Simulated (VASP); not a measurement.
# GaSb: convergence with the k-mesh and precision settings, part 3 of 3

A convergence test on GaSb: the k-mesh and precision settings. The atoms are off their equilibrium sites, so that forces can be compared too. The series runs use LDA. The atoms of the start are displaced at random from the sites of a F-43m cell.

VASP 6.6.1; LDA; plane waves and PAW (Ga_d, Sb).

Still holding for the runs below: Spin-orbit coupling is off here; with elements this heavy it splits and shifts levels by tenths of an eV or more.

So far. Step 14 (Precision settings: PREC = Accurate): Against the first of the series the energy moves by +0.12 meV an atom and the pressure by +0.06 GPa, after 12 cycles in 14 s. Step 15 (Precision settings: LREAL = Auto): Against PREC = Accurate, on which this run builds, the energy moves by -0.44 meV an atom and the pressure by +0.01 GPa, after 12 cycles in 21 s.

The database entry behind the starting cell differs from later determinations by our own check (about 0.4 % long), so it need not match the best structure at ambient conditions.

### 16. Precision settings: ADDGRID on (continued)

OUTCAR, selected parts (step 16):

```text
  Total       -0.5100466     -0.4955590     -0.5080655     -0.3350495     -0.3579343      0.1144762
  in kB      -14.2742074    -13.8687557    -14.2187654     -9.3767233    -10.0171785      3.2037409
  external PRESSURE =     -14.1205762 kB  Pullay stress =       0.0000000 kB

 POSITION                                       TOTAL-FORCE (eV/Angst)
 -----------------------------------------------------------------------------------
      3.04097      3.06487      6.09103         0.405379     -0.143314      0.379686
      1.56377      1.52445      1.55127        -0.405379      0.143314     -0.379686
 -----------------------------------------------------------------------------------
    total drift:                                0.000070      0.000062      0.000031

  FREE ENERGIE OF THE ION-ELECTRON SYSTEM (eV)
  ---------------------------------------------------
  free  energy   TOTEN  =        -8.6515211268 eV

  energy  without entropy=       -8.6507064901  energy(sigma->0) =       -8.65111381

[... 2 parts as in an earlier step ...]

[... 1 further part left out ...]
[key lines of the parts left out:]
E-fermi :   4.6701
```

Against PREC = Accurate, on which this run builds, the energy stays within 0.01 meV an atom and the pressure within 0.01 GPa, after 12 cycles in 15 s.

### 17. Precision settings: LASPH on

The input, INCAR:

```
SYSTEM = GaSb
PREC = Accurate
ENCUT = 400
EDIFF = 1E-06
NELM = 100
ISMEAR = -1
SIGMA = 0.05
LREAL = .FALSE.
ALGO = Normal
GGA = CA
NBANDS = 15
LORBIT = 11
LWAVE = .FALSE.
LCHARG = .FALSE.
KPAR = 2
ISIF = 2
LASPH = .TRUE.
```

The input, POSCAR:

```
GaSb
1.0
    0.0000000000      3.0590000000      3.0590000000
    3.0590000000      0.0000000000      3.0590000000
    3.0590000000      3.0590000000      0.0000000000
Ga Sb
1 1
Direct
   -0.0005010000     -0.0083140000      0.0024200000
    0.2471310000      0.2599860000      0.2512180000
```

The input, KPOINTS:

```
Automatic mesh
0
Gamma
6 6 6
0 0 0
```

Potentials, in the order of the species: Ga_d and Sb (PBE family, release 64).

Launch:

```console
$ mpirun -np 2 vasp_std
```

Output:

```text
[... set-up lines as in an earlier step ...]
 entering main loop
       N       E                     dE             d eps       ncg     rms          rms(c)
[... 1 cycle as in an earlier step ...]
DAV:   2    -0.325794828964E+01   -0.75685E+02   -0.73160E+02  3864   0.268E+02
DAV:   3    -0.870178188361E+01   -0.54438E+01   -0.54278E+01  4074   0.635E+01
DAV:   4    -0.879455821800E+01   -0.92776E-01   -0.92763E-01  4106   0.943E+00
[... 1 cycle as in an earlier step ...]
DAV:   6    -0.869023976903E+01    0.10677E+00   -0.11547E-01  4382   0.593E+00    0.175E+00
DAV:   7    -0.865220479676E+01    0.38035E-01   -0.59198E-02  4158   0.211E+00    0.367E-01
DAV:   8    -0.865141826718E+01    0.78653E-03   -0.59166E-03  4231   0.924E-01    0.113E-01
DAV:   9    -0.865153042880E+01   -0.11216E-03   -0.37684E-04  4046   0.180E-01    0.353E-02
DAV:  10    -0.865152269928E+01    0.77295E-05   -0.22901E-05  4513   0.484E-02    0.898E-03
DAV:  11    -0.865152561858E+01   -0.29193E-05   -0.40840E-06  3871   0.186E-02    0.496E-03
DAV:  12    -0.865152560097E+01    0.17611E-07   -0.22663E-07  2807   0.520E-03
   1 F= -.86515256E+01 E0= -.86511183E+01  d E =-.814636E-03
```

The job ended after 14 s (2 MPI ranks of AMD EPYC 9R45, shared host; peak memory 0.32 GiB).

From OUTCAR (step 17):

```text
  Total       -0.5099590     -0.4957880     -0.5078920     -0.3350148     -0.3578585      0.1142596
  in kB      -14.2717558    -13.8751642    -14.2139087     -9.3757522    -10.0150578      3.1976788
  external PRESSURE =     -14.1202762 kB  Pullay stress =       0.0000000 kB

 POSITION                                       TOTAL-FORCE (eV/Angst)
 -----------------------------------------------------------------------------------
      3.04097      3.06487      6.09103         0.405276     -0.143237      0.379999
      1.56377      1.52445      1.55127        -0.405276      0.143237     -0.379999
 -----------------------------------------------------------------------------------
    total drift:                               -0.000148      0.000245      0.000691

  FREE ENERGIE OF THE ION-ELECTRON SYSTEM (eV)
  ---------------------------------------------------
  free  energy   TOTEN  =        -8.6515256010 eV

  energy  without entropy=       -8.6507109653  energy(sigma->0) =       -8.65111828

[... 2 parts as in an earlier step ...]

[... 1 further part left out ...]
[key lines of the parts left out:]
E-fermi :   4.6701
```

Against PREC = Accurate, on which this run builds, the energy stays within 0.01 meV an atom and the pressure within 0.01 GPa, after 12 cycles in 14 s.

### 18. The precision settings series as a table

This step: convergence of LDA results with the precision; plane waves and PAW (VASP 6.6.1).

Derived from the runs above.

Differences are taken from the run with PREC = Normal. Results of the series, by row:

```tsv
setting	status	energy less the reference (meV/atom)	pressure (GPa)	largest force difference (meV/Å)	gap (eV)	SCF cycles	wall time (s)
PREC = Low	converged	-0.0922	-1.468	1.969	0.1412	12	9
PREC = Medium	converged	-0.06323	-1.41	3.732	0.1411	12	9
PREC = Normal	converged	0	-1.412	0	0.1411	12	9
PREC = Single	converged	-0.1862	-1.427	8.197	0.1411	12	13.4
PREC = Accurate	converged	0.02611	-1.412	0.411	0.1411	12	13.6
LREAL = Auto	converged	-0.4158	-1.405	4.391	0.1411	12	21
ADDGRID = .TRUE.	converged	0.02787	-1.412	0.224	0.1411	12	15.2
LASPH = .TRUE.	converged	0.02564	-1.412	0.404	0.1411	12	13.6
```

### 19. Results

```
k-mesh from which the energy stays within 10 meV/atom of the reference : 8 8 8
k-mesh from which the energy stays within 1 meV/atom of the reference  : none before the reference itself
k-mesh from which the pressure stays within 0.2 GPa of the reference   : 6 6 6
spread of the pressure over the k-mesh                                 : 9.66 GPa
spread of the energy over the k-mesh                                   : 1206 meV/atom
spread of the pressure over the precision settings                     : 0.0624 GPa
spread of the energy over the precision settings                       : 0.444 meV/atom
```

**Reading.** No run before the reference (12 12 12) settles within 1 meV an atom of it; the nearest step is off by +1.7 meV an atom, +0.01 GPa, 1.5 meV/Å in forces. The pressure holds within 0.2 GPa from 6 6 6 on. Among the precision settings, LREAL = Auto moves the energy most against PREC = Accurate (-0.4 meV an atom), and PREC = Low the pressure (-0.06 GPa). The fastest converged run is PREC = Low, at 9 s against 14 s; on a shared host such times are rough. LREAL = Auto is slower here: projection in real space pays only in large cells. LASPH acts on gradient terms inside the spheres, which LDA lacks, so this test can't show its weight. Differences are taken from the run with 12 12 12, which is itself not the exact limit. The runs at 2 2 2; 3 3 3; 4 4 4 are over 30 meV an atom or 2 GPa off and describe the material poorly.

[Lines on the potential files, build, host, timing and source positions are cut from VASP's logs without a mark.]

[Logs are printed without paths, hosts, clocks, repeated set-up lines and the standing remarks that a program may print on its own settings, such as how far it seeks lower states.]

[Hosts, paths, dates, database ids (printed as entryN), source tags and the programs' standing remarks are cut or masked in the printed files.]

[A measured line is paired with the nearest computed mode of its activity, which favours agreement.]

[In band tables of VASP the shares of atoms and orbitals are scaled to a sum of 1 inside the atoms' spheres.]
